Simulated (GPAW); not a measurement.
Li in GPAW: convergence with bands over the usual count

Crystal: Li.

```
CELL_PARAMETERS angstrom
3.11100 0.00000 0.00000
-1.55550 2.69421 0.00000
0.00000 0.00000 5.09300
ATOMIC_POSITIONS crystal
Li 0.66667 0.33333 0.75000
Li 0.33333 0.66667 0.25000
```

This isn't the form of Li at room conditions, which is bcc.

```yaml
Program: GPAW 26.7.0
Task: convergence study
Functional: PBE
Potentials_or_basis: GPAW PAW data sets (gpaw-data 1.2.1)
Cutoff: 800 eV
Basis: pw
k_mesh: 7 × 7 × 4
Occupations: fermi-dirac, width 0.05 eV
Spin: no spin polarisation
```

These are the settings of the first run; the series varies bands over the usual count, with any setting tied to it.

Hardware: 1 thread of Arm Neoverse V2, on a shared host.

| bands over the usual count | energy less the tightest run, at zero smearing (meV/atom) | SCF cycles | CPU time (s) | peak memory (GiB) |
| --- | --- | --- | --- | --- |
| 0.72 | 0.00 | 8 | 4.8 | 0.15 |
| 0.8 | 0.00 | 8 | 4.8 | 0.15 |
| 0.9 | 0.00 | 9 | 5.7 | 0.15 |
| 1 | 0.00 | 8 | 6.1 | 0.15 |
| 1.3 | 0.00 | 8 | 7.2 | 0.15 |
| 1.7 | 0.00 | 8 | 8.9 | 0.15 |
| 2.5 | 0.00 | 8 | 12 | 0.16 |

Against the tightest run, the energy stays within 1 meV/atom from 0.72 on. The tightest run that finished is the yardstick and may itself not be fully converged.
